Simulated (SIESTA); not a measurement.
Sb:

```xyz
2
Lattice="3.3545 0.0000 0.0000 -1.6773 2.9051 0.0000 0.0000 0.0000 5.4702" Properties=species:S:1:pos:R:3 pbc="T T T"
Sb    1.6773    0.9684    4.1026
Sb    0.0000    1.9367    1.3675
```

This isn't the form of Sb at room conditions, which is rhombohedral.

| Property | Result |
| --- | --- |
| Program | SIESTA 5.4.2 |
| Task | single point |
| Functional | PBE |
| Potentials or basis | PseudoDojo 0.4 standard (PBE files) |
| Basis | DZP (energy shift 0.003 Ry; two zetas on semicore shells) |
| Grid cutoff | 500 Ry |
| Energy shift | 0.003 Ry |
| k mesh | 9 × 9 × 5 |
| Occupations | fermi-dirac, width 0.05 eV |
| Spin | no spin polarisation |

On this cell: pressure 3.4 GPa; largest force under 0.003 eV/Å; band gap on the k mesh none (metal or under the smearing width).

The same run follows on a disturbed copy (atoms moved at random, drawn with an rms of 0.05 Å):

```
Sb
1.0
     3.35453    0.00000    0.00000
    -1.67727    2.90511    0.00000
     0.00000    0.00000    5.47016
Sb
2
Direct
  0.67819 0.33447 0.75155
  0.32096 0.66257 0.25561
```

Problem. What does the disturbed cell give?

Solution. The energy (extrapolated to zero smearing) moves by -0.9 meV/atom; pressure 3.5 GPa; largest force 0.019 eV/Å; band gap on the k mesh none (metal or under the smearing width).

Forces in eV/Å, atoms in the order of the input:
```
Sb   0.018  0.002  0.004
Sb  -0.018 -0.002 -0.004
```

Stress tensor (GPa, compression positive):
```
3.62 0.24 0.01
0.24 3.52 0.00
0.01 0.00 3.23
```

Caveats: the basis of atomic orbitals isn't converged, which shifts pressures, moduli and gaps.
